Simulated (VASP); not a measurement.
Here is a VASP 6.6.1 calculation.

File POSCAR:

```
Si
1.0
    2.6205428149      0.0000000000      0.0000000000
   -1.3102714075      2.2694566494      0.0000000000
    0.0000000000      0.0000000000      2.4663543900
Si
1
Direct
    0.0000000000      0.0000000000      0.0000000000
```

The input INCAR.step1:

```
SYSTEM = Si
ALGO     = Normal         ! electronic algorithm
EDIFF    = 1E-8           ! SCF threshold, eV
EDIFFG   = -0.002         ! ionic threshold
ENCUT    = 600            ! plane-wave cutoff, eV
IBRION   = 2              ! ionic algorithm
ISIF     = 3              ! what is computed and relaxed
ISMEAR   = 0              ! smearing method
LASPH    = .TRUE.         ! aspherical terms in the spheres
LCHARG   = .FALSE.        ! write CHGCAR
LMIXTAU  = .TRUE.       
LREAL    = .FALSE.        ! projectors in reciprocal space
LWAVE    = .FALSE.        ! write WAVECAR
METAGGA  = R2SCAN         ! meta-GGA
NELM     = 100            ! most SCF steps
NSW      = 40             ! ionic steps
PREC     = Accurate       ! precision mode
SIGMA    = 0.05           ! smearing width, eV
```

INCAR.step2

```
SYSTEM = Si
ALGO     = Normal         ! electronic algorithm
EDIFF    = 1E-8           ! SCF threshold, eV
ENCUT    = 600            ! plane-wave cutoff, eV
IBRION   = 6              ! ionic algorithm
ISIF     = 2              ! what is computed and relaxed
ISMEAR   = 0              ! smearing method
LASPH    = .TRUE.         ! aspherical terms in the spheres
LCHARG   = .FALSE.        ! write CHGCAR
LMIXTAU  = .TRUE.       
LREAL    = .FALSE.        ! projectors in reciprocal space
LWAVE    = .FALSE.        ! write WAVECAR
METAGGA  = R2SCAN         ! meta-GGA
NELM     = 100            ! most SCF steps
NFREE    = 2            
NSW      = 1              ! ionic steps
POTIM    = 0.015          ! step
PREC     = Accurate       ! precision mode
SIGMA    = 0.05           ! smearing width, eV
```

Contents of KPOINTS:

```
k-points
0
G
  9 9 8
  0 0 0
```

Potentials or basis: VASP PAW PBE potentials, release 64 (Si).

Launch:

```console
$ cat potpaw_PBE.64/Si/POTCAR > POTCAR
$ cp INCAR.step1 INCAR
$ mpirun -np 1 vasp_std > vasp.out
$ cp CONTCAR POSCAR
$ cp INCAR.step2 INCAR
$ mpirun -np 1 vasp_std > vasp.out
```

Task: Estimate the relaxed cell.

Result: a = 2.622 Å, b = 2.622 Å, c = 2.489 Å, α = 90.00°, β = 90.00°, γ = 120.00°.

Task: What does it give for the space group after relaxing (to 0.05 Å)?

Result: P6/mmm (No. 191).

Task: Estimate the relaxed volume.

Result: 14.82 Å³/atom.

The path:
```csv
step,energy change (eV),largest force (eV/Å),pressure (GPa),volume (Å³)
1,0.0000,0.0000,1.15,14.67
2,-0.0006,0.0000,-0.52,14.89
3,-0.0015,0.0000,0.19,14.80
4,-0.0015,0.0000,0.21,14.79
5,-0.0015,0.0000,-0.09,14.83
6,-0.0015,0.0000,0.02,14.82
7,-0.0015,0.0000,0.01,14.82
8,-0.0015,0.0000,-0.02,14.82
9,-0.0015,0.0000,-0.01,14.82
```

Caveat: the PAW data sets were made with another functional, which shifts forces and pressure a little.
